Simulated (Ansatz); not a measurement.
# Mn3Sb (Pm-3m) in Ansatz: convergence with smearing width

Aim: find how far smearing width must go before the results for Mn3Sb settle, at PBEsol. This setting moves, with any that are tied to it; all else stays.

Everything below comes from runs of Ansatz 0.2.0. Logs are shortened: lines on timing, memory, paths and dates and some standing lists are left out, and cuts for length are marked.

## 1. Starting point

Symmetry: Pm-3m, No. 221, cubic system. Conventional cell: a = 3.813 Å, b = 3.813 Å, c = 3.813 Å, α = 90.00°, β = 90.00°, γ = 90.00°. Sb (site symmetry m-3m) is surrounded by 12 Mn at 2.70 Å. Mn (site symmetry 4/mmm) is surrounded by 4 Sb at 2.70 Å and 8 Mn at 2.70 Å.

The cell comes from a database or a generator and needn't be the stable form of this composition.

## 2. With smearing width 0.3 eV

Contents of input.yaml:

```yaml
crystal:
  lattice:
    - [3.813382, 0.0, 0.0]
    - [0.0, 3.813382, 0.0]
    - [0.0, 0.0, 3.813382]
  atoms:
    - { symbol: Sb, position: [0.0, 0.0, 0.0] }
    - { symbol: Mn, position: [0.5, 0.0, 0.5], spin: 4.0 }
    - { symbol: Mn, position: [0.5, 0.5, 0.0], spin: 4.0 }
    - { symbol: Mn, position: [0.0, 0.5, 0.5], spin: 4.0 }
hamiltonian:
  xc: pbesol
  pseudopotentials: { kind: paw }
magnetization:
  spin_polarized: true
kpoints:
  mp_grid: { grid: [6, 6, 6] }
scf:
  occupations: { method: methfessel_paxton, width: 0.3 }
output:
  forces: true
  stress: true
  eigenvalues: true
```

Potentials or basis: Ansatz PAW.

Started as:

```
$ ansatz run input.yaml --threads 2 --pin off --max-ram 5632MiB --backend cpu --events-out ev --progress --plain --runs-dir out
```

Standard output:

```text
Warning: RAYON_NUM_THREADS=2 ignored (pool sized by the plan → 2); use --threads N
Engine: ansatz 0.2.0, aarch64-unknown-linux-gnu
Pseudopotentials: kind: paw
Pseudopotential: Sb, paw, valence charge 15, recommended cutoff 420 eV (normal), Sb.paw.azcp
Pseudopotential: Mn, paw, valence charge 15, recommended cutoff 420 eV (normal), Mn.paw.azcp
Functional definition: PBEsol
  exchange = pbesol_x
  correlation = pbesol_c
Crystal: 4 atoms, lattice volume = 55.454 Å³
Basis set: ecut = 420 eV, 1045 PW (Γ), exchange–correlation on 54×54×54 points (8 copies of the dense FFT grid, shifted against one another)
Bands: 44, of which v1, the nominal top of the filled ones, is band 30 counted from 1 (29 counted from 0)
Symmetry: 48 space group operations
Space group: Pm-3m (ITA 221), of the structure as read, at distance tolerance 3.8e-5 Å
Magnetic group: BNS 221.92 (UNI 1594), of the structure as read, at distance tolerance 3.8e-5 Å
k-points: 20 of 216
Non-local potential: Sb, projectors of the file, l = 0: 2, l = 1: 2, l = 2: 2, l = 3: 2
Non-local potential: Mn, projectors of the file, l = 0: 3, l = 1: 2, l = 2: 3, l = 3: 1
PAW form: soft (Blöchl's): semilocal exchange-correlation on the pseudo side does not see the compensation charge
PAW frozen core: Sb, regenerated for the run's functional, and the local potential with it (the file was generated under x = pbe(κ = 0.804, μ = 0.2195149727645171), c = pbe(β = 0.06672455060314922))
PAW frozen core: Mn, regenerated for the run's functional, and the local potential with it (the file was generated under x = pbe(κ = 0.804, μ = 0.2195149727645171), c = pbe(β = 0.06672455060314922))
PAW one-centre angular grid: Sb, 590 points (default); XC on 64 Gauss nodes
PAW one-centre angular grid: Mn, 590 points (default); XC on 64 Gauss nodes
Initial density: superposition of atomic densities (chi_scale 0.1, normalization cell)
Starting moments: Σ|m| = 12 μB on 3 of 4 sites
Initial wavefunctions: pseudopotential atomic-orbital guess
Functional: x = pbesol(κ = 0.804, μ = 0.12345679012345678), c = pbesol(β = 0.046)
SCF iter   1: F=—  HF=-18014.936203 eV  |F-HF|=—  |Δ(HF+E_count)|=         —  Δρ=1.82e-1 (↑1.82e-1 ↓1.17e-1)  dr2=2.93e0  dr2_m=1.11e1  M=6.101 μB ∫|m|=6.353 μB  β_m=0.30  ethr=3.10e-3  ⟨swp⟩=7.1  Hψ=6695  notcnv=0
Mixer restart at iter 1: flushing history
preconditioner: auto → Kerker (q_TF=auto, 2.764 Å⁻¹)  [metal: Δε(μ)=0.009 eV  Ē_g=15.210 eV  σ=0.300 eV  W_gap=0.02  n_scr=18 (ndim 8)  ℏωp=29.9 eV  f_vac=0.000  D(μ)=2.06/eV (n_scr^D=18)]
spin=Collinear: Kerker preconditioning applied to the charge; magnetization (m = ρ↑ − ρ↓) channel mixes plain (no charge-response kernel on spin).
SCF iter   2: F=—  HF=-18012.810756 eV  |F-HF|=—  |Δ(HF+E_count)|=    2.13e0  Δρ=9.60e-2 (↑9.60e-2 ↓8.82e-2)  dr2=7.91e-1  dr2_m=4.21e0  M=6.408 μB ∫|m|=6.691 μB  β_m=0.51  ethr=3.10e-3  ⟨swp⟩=2.5  Hψ=2823  notcnv=0  defer=157
SCF iter   3: F=—  HF=-18013.865131 eV  |F-HF|=—  |Δ(HF+E_count)|=    1.05e0  Δρ=3.27e-2 (↑2.98e-2 ↓3.27e-2)  dr2=3.61e-1  dr2_m=4.66e-1  M=6.287 μB ∫|m|=6.567 μB  β_m=0.63  ethr=1.32e-3  ⟨swp⟩=2.4  Hψ=2719  notcnv=0  defer=165
SCF iter   4: F=—  HF=-18014.012664 eV  |F-HF|=—  |Δ(HF+E_count)|=   1.48e-1  Δρ=7.24e-3 (↑7.24e-3 ↓5.49e-3)  dr2=1.75e-1  dr2_m=1.22e-3  M=6.218 μB ∫|m|=6.492 μB  β_m=0.79  ethr=6.01e-4  ⟨swp⟩=1.6  Hψ=2256  notcnv=0  defer=170
SCF iter   5: F=—  HF=-18013.948426 eV  |F-HF|=—  |Δ(HF+E_count)|=         —  Δρ=5.12e-3 (↑5.12e-3 ↓4.01e-3)  dr2=2.87e-2  dr2_m=2.54e-4  M=6.119 μB ∫|m|=6.367 μB  β_m=0.79  ethr=2.91e-4  ⟨swp⟩=2.0  Hψ=2459  notcnv=0  defer=178
Mixer restart at iter 5: flushing history
[... 15 lines left out ...]
WARN: an SCF from ferrimagnetic starting moments (0.00, 4.00, -4.00, 4.00 Bohr magnetons, atom by atom) was not made, by what the run has read of turns of its moments that order reads lower: the deck asks for what bars it, or types moments that do (magnetization.spin_polarized, in the input reference, names some of the keys), or the run goes by scf.lower_state_search: light, the default, which as a rule tries one only behind a close that has lost an order of both signs, or on which an open d or half-filled 4f shell of a PAW file has lost a moment that was set nearer to Hund's than to what is left; or, under a Hubbard U, one that names an f shell that the input leaves bare beside given moments, or a larger moment for a shell of low spin that is given one. standard, with a start from the atoms, tries one behind each close (in a relaxation, ahead of its steps or at their end). To set out from that order, type those moments (crystal.atoms[].spin; where shells were raised to Hund's moment, beside crystal.symmetry.detect: false) under scf.lower_state_search: light. The bands of the close that named these starting moments, or of the one ahead of a search that led to it (under cold or Methfessel-Paxton smearing those of the Gaussian ahead of it) read a cost of -14.65 meV for the turn to them, carried on from a small turn (-14.65 by the pairs of d shells alone)
this state was not tested for a lower state beside it, because cold or Methfessel-Paxton smearing, or corrected tetrahedra, fill the levels in a way that the test cannot read (fill_not_monotonic; see scf.lower_state_search)
SCF converged after 16 iterations
an eigenvalue changed by more than its tolerance at an iteration that met the thresholds in force, so the SCF went on 1 time: the last check found none over its tolerance
Magnetization: 6.0854 μB (33.0427 up, 26.9573 down)
Absolute magnetization: 6.3403 μB (∫|ρ↑−ρ↓|, with the PAW one-centre terms)
Spin contamination: 0.0729 ħ² per cell (⟨S²⟩ above its minimum at these occupations)
Per-site moments (μB) at R_I (Å): [(-0.07643460383518133, 1.1122931619750718), (2.015824097665718, 1.1122931619750718), (2.0158240976657207, 1.1122931619750718), (2.0158240976657185, 1.1122931619750718)]
Free energy (F): -18013.915771 eV
Harris-Foulkes:  -18013.915771 eV  (|F-HF|=1.60e-10)
Internal energy: -18013.955606 eV  (E = F + TS)
E sigma→0 (E₀):  -18013.925730 eV
Entropy (-TS):   0.039835 eV (9.959 meV/atom)
Fermi energy:    17.607213 eV
--- Per-component energies (eV) ---
  E_band       = -636.136476
  E_kinetic    = 1131.808657
  E_local      = -6383.862931  (includes V_loc(G=0)·N_el)
  E_nonlocal   = 1098.116593
  E_hartree    = 2725.851648
  E_xc         = -479.584505
  E_vxc        = -536.680901  (∫ρ·V_xc dr)
  E_paw        = -8316.357755  (= ΣΔE_a)
  E_vpaw       = -1397.219428  (= ΣTr[D̂ρ^β])
  E_aug_tail   = -0.000033  (compensation charges beyond the density's cutoff)
  E_ewald      = -7790.768089
  E_core_change = 0.840808  (= ΣΔE_core)
  E_smearing   = 0.039835  (= −TS)
  E_closure    = -0.000000  (closes the sum)
  Σ components = -18013.915771   (vs F -18013.915771, Δ=0.00e0)
--- Forces (eV/Å), atoms counted from 1 ---
  atom   1  Sb    -0.00000000    -0.00000000     0.00000000
  atom   2  Mn     0.00000000    -0.00000000    -0.00000000
  atom   3  Mn     0.00000000    -0.00000000     0.00000000
  atom   4  Mn     0.00000000     0.00000000    -0.00000000
  max |Σ_I F_I| component: 2.18e-28 eV/Å
--- Stress (GPa, compression-positive) ---
       -7.980078      -0.000000      -0.000000
        0.000000      -7.980078       0.000000
        0.000000       0.000000      -7.980078
  P = ⅓ Tr σ = -7.9801 GPa (-79.801 kbar)
--- Band table (eV; the first three rows and the last of 40) ---
  k-point 0 ↑: bands = ["-62.0487", "-61.9942", "-61.9942", "-31.0246", "-31.0246", "-31.0246", "-30.9404", "-30.9404", "-30.9404", "-30.7218", "-30.7218", "-30.7218", "-11.4353", "-11.4353", "-11.4273", "-11.4273", "-11.4273", "5.0473", "13.0010", "13.9370", "13.9370", "14.5595", "14.5595", "14.5595", "15.7521", "15.7521", "15.7521", "16.4076", "16.4076", "16.4076", "17.2089", "17.2089", "17.8557", "18.4124", "18.4124", "18.4124", "20.6236", "24.0246", "24.0246", "26.2851", "26.2851", "26.2851", "28.2618", "28.2618"]
  k-point 1 ↑: bands = ["-62.0455", "-61.9974", "-61.9942", "-31.0174", "-31.0174", "-31.0154", "-30.9430", "-30.9430", "-30.9413", "-30.7332", "-30.7266", "-30.7266", "-11.4339", "-11.4292", "-11.4271", "-11.4266", "-11.4266", "5.3027", "12.7451", "13.3965", "14.1529", "14.2565", "14.2565", "14.6453", "15.6335", "15.6335", "15.6467", "16.2943", "16.9559", "16.9559", "17.1079", "17.1935", "17.7003", "18.4128", "18.4832", "18.4832", "21.2315", "23.9465", "24.4885", "25.7399", "25.7399", "26.0207", "27.5851", "28.0932"]
  k-point 2 ↑: bands = ["-62.0371", "-62.0057", "-61.9941", "-31.0000", "-31.0000", "-30.9942", "-30.9510", "-30.9510", "-30.9431", "-30.7585", "-30.7366", "-30.7366", "-11.4312", "-11.4267", "-11.4250", "-11.4250", "-11.4167", "5.9632", "11.0530", "13.7221", "13.7993", "13.7993", "14.7041", "14.8640", "15.7550", "15.8029", "15.8029", "16.0212", "16.7584", "16.9947", "16.9947", "17.0234", "17.4000", "18.4137", "19.4194", "19.4194", "21.2538", "23.7502", "23.9876", "23.9876", "24.5015", "26.6311", "28.1330", "29.1982"]
  k-point 19 ↓: bands = ["-59.8327", "-59.8327", "-59.8327", "-28.9263", "-28.8926", "-28.8926", "-28.8926", "-28.6788", "-28.6788", "-28.6788", "-28.6191", "-28.6191", "-11.4539", "-11.4539", "-11.4539", "-11.4216", "-11.4216", "7.7437", "13.4053", "13.4053", "13.4053", "14.8336", "14.8336", "14.8336", "17.4077", "17.4077", "17.4077", "17.6090", "18.7297", "18.7297", "18.7297", "18.9528", "18.9528", "19.7968", "19.7968", "19.7968", "20.0442", "23.1693", "23.1693", "23.1693", "31.6238", "31.6238", "31.6238", "33.9483"]
```

Wall time 7.2 s (2 threads of Arm Neoverse V1, shared host); peak memory 0.42 GiB.

What came out:

```yaml
Free_energy: -18013.9158 eV
Pressure: -8.0 GPa
Band_gap_on_the_k_mesh: none (metal or under the smearing width)
Net_moment: 6.09 μB per cell
Absolute_moment: 6.34 μB per cell
Site_moments: Sb -0.08; Mn +2.02 μB
```

## 3. With smearing width 0.2 eV

input.yaml: that of step 2 with these lines changed.

```diff
@@ -18,3 +18,3 @@
 scf:
-  occupations: { method: methfessel_paxton, width: 0.3 }
+  occupations: { method: methfessel_paxton, width: 0.2 }
 output:
```

Potentials or basis: Ansatz PAW.

Started as:

```
$ ansatz run input.yaml --threads 2 --pin off --max-ram 5632MiB --backend cpu --events-out ev --progress --plain --runs-dir out
```

Run time: 6.4 s. Hardware: 2 threads of Arm Neoverse V1, shared host; peak memory 0.42 GiB.

Results:

```
Free energy            : -18013.9240 eV
Pressure               : -7.9 GPa
Band gap on the k mesh : none (metal or under the smearing width)
Net moment             : 6.09 μB per cell
Absolute moment        : 6.35 μB per cell
Site moments           : Sb -0.08; Mn +2.02 μB
```

## 4. With smearing width 0.15 eV

input.yaml: that of step 3 with these lines changed.

```diff
@@ -18,3 +18,3 @@
 scf:
-  occupations: { method: methfessel_paxton, width: 0.2 }
+  occupations: { method: methfessel_paxton, width: 0.15 }
 output:
```

Started as:

```
$ ansatz run input.yaml --threads 2 --pin off --max-ram 5632MiB --backend cpu --events-out ev --progress --plain --runs-dir out
```

Run time: 6.4 s. Hardware: 2 threads of Arm Neoverse V1, shared host; peak memory 0.42 GiB.

Results:

```
Free energy            : -18013.9252 eV
Pressure               : -7.8 GPa
Band gap on the k mesh : none (metal or under the smearing width)
Net moment             : 6.11 μB per cell
Absolute moment        : 6.37 μB per cell
Site moments           : Sb -0.08; Mn +2.03 μB
```

## 5. With smearing width 0.1 eV

input.yaml: that of step 4 with these lines changed.

```diff
@@ -18,3 +18,3 @@
 scf:
-  occupations: { method: methfessel_paxton, width: 0.15 }
+  occupations: { method: methfessel_paxton, width: 0.1 }
 output:
```

Started as:

```
$ ansatz run input.yaml --threads 2 --pin off --max-ram 5632MiB --backend cpu --events-out ev --progress --plain --runs-dir out
```

Wall time 6.5 s (2 threads of Arm Neoverse V1, shared host); peak memory 0.42 GiB.

What came out:

- Free energy: -18013.9257 eV
- Pressure: -7.8 GPa
- Band gap on the k mesh: none (metal or under the smearing width)
- Net moment: 6.13 μB per cell
- Absolute moment: 6.39 μB per cell
- Site moments: Sb -0.08; Mn +2.03 μB

## 6. With smearing width 0.05 eV

input.yaml: that of step 5 with these lines changed.

```diff
@@ -18,3 +18,3 @@
 scf:
-  occupations: { method: methfessel_paxton, width: 0.1 }
+  occupations: { method: methfessel_paxton, width: 0.05 }
 output:
```

Potentials or basis: Ansatz PAW.

Started as:

```
$ ansatz run input.yaml --threads 2 --pin off --max-ram 5632MiB --backend cpu --events-out ev --progress --plain --runs-dir out
```

Wall time 6.2 s (2 threads of Arm Neoverse V1, shared host); peak memory 0.42 GiB.

It converged, with:

```
Free energy            : -18013.9261 eV
Pressure               : -7.7 GPa
Band gap on the k mesh : none (metal or under the smearing width)
Net moment             : 6.13 μB per cell
Absolute moment        : 6.39 μB per cell
Site moments           : Sb -0.08; Mn +2.03 μB
```

## 7. With smearing width 0.025 eV

input.yaml: that of step 6 with these lines changed.

```diff
@@ -18,3 +18,3 @@
 scf:
-  occupations: { method: methfessel_paxton, width: 0.05 }
+  occupations: { method: methfessel_paxton, width: 0.025 }
 output:
```

Started as:

```
$ ansatz run input.yaml --threads 2 --pin off --max-ram 5632MiB --backend cpu --events-out ev --progress --plain --runs-dir out
```

It took 6 s on 2 threads of Arm Neoverse V1, shared host; peak memory 0.42 GiB.

Results (log left out):

- Free energy: -18013.9261 eV
- Pressure: -7.8 GPa
- Band gap on the k mesh: none (metal or under the smearing width)
- Net moment: 6.13 μB per cell
- Absolute moment: 6.39 μB per cell
- Site moments: Sb -0.08; Mn +2.03 μB

## 8. With smearing width 0.01 eV

input.yaml: that of step 7 with these lines changed.

```diff
@@ -18,3 +18,3 @@
 scf:
-  occupations: { method: methfessel_paxton, width: 0.025 }
+  occupations: { method: methfessel_paxton, width: 0.01 }
 output:
```

Started as:

```
$ ansatz run input.yaml --threads 2 --pin off --max-ram 5632MiB --backend cpu --events-out ev --progress --plain --runs-dir out
```

It took 6.2 s on 2 threads of Arm Neoverse V1, shared host; peak memory 0.42 GiB.

The run converged. Its results:

- Free energy: -18013.9260 eV
- Pressure: -7.8 GPa
- Band gap on the k mesh: none (metal or under the smearing width)
- Net moment: 6.13 μB per cell
- Absolute moment: 6.39 μB per cell
- Site moments: Sb -0.08; Mn +2.03 μB

## 9. With smearing width 0.005 eV

input.yaml: that of step 8 with these lines changed.

```diff
@@ -18,3 +18,3 @@
 scf:
-  occupations: { method: methfessel_paxton, width: 0.01 }
+  occupations: { method: methfessel_paxton, width: 0.005 }
 output:
```

Potentials or basis: Ansatz PAW.

Started as:

```
$ ansatz run input.yaml --threads 2 --pin off --max-ram 5632MiB --backend cpu --events-out ev --progress --plain --runs-dir out
```

Run time: 6.3 s. Hardware: 2 threads of Arm Neoverse V1, shared host; peak memory 0.42 GiB.

It converged, with:

```yaml
Free_energy: -18013.9260 eV
Pressure: -7.7 GPa
Band_gap_on_the_k_mesh: none (metal or under the smearing width)
Net_moment: 6.13 μB per cell
Absolute_moment: 6.39 μB per cell
Site_moments: Sb -0.08; Mn +2.03 μB
```

## 10. The series at a glance

```csv
smearing width,"energy less the tightest run, at zero smearing (meV/atom)",pressure (GPa),absolute moment (μB),SCF cycles,CPU time (s),peak memory (GiB)
0.3 eV,0.07,-7.98,6.34,16,14,0.42
0.2 eV,0.04,-7.89,6.35,14,12,0.42
0.15 eV,0.08,-7.81,6.37,14,12,0.42
0.1 eV,0.03,-7.76,6.39,13,12,0.42
0.05 eV,-0.04,-7.74,6.39,12,12,0.42
0.025 eV,-0.02,-7.76,6.39,13,11,0.42
0.01 eV,-0.01,-7.75,6.39,12,12,0.42
0.005 eV,0.00,-7.75,6.39,12,12,0.42
```

Against the tightest run, the energy stays within 1 meV/atom from 0.3 eV on; the pressure stays within 0.1 GPa from 0.15 eV on; the absolute moment stays within 0.02 μB from 0.15 eV on. Narrower smearing needs a denser k mesh, so at a fixed mesh the narrowest width isn't the most accurate. The tightest run that finished is the yardstick and may itself not be fully converged.

Caveats: only a ferromagnetic start was run, and an antiferromagnetic order may lie lower in energy; the PAW data sets come from PBE, with cores solved anew for the run's functional, which leaves a small shift of forces and pressure.
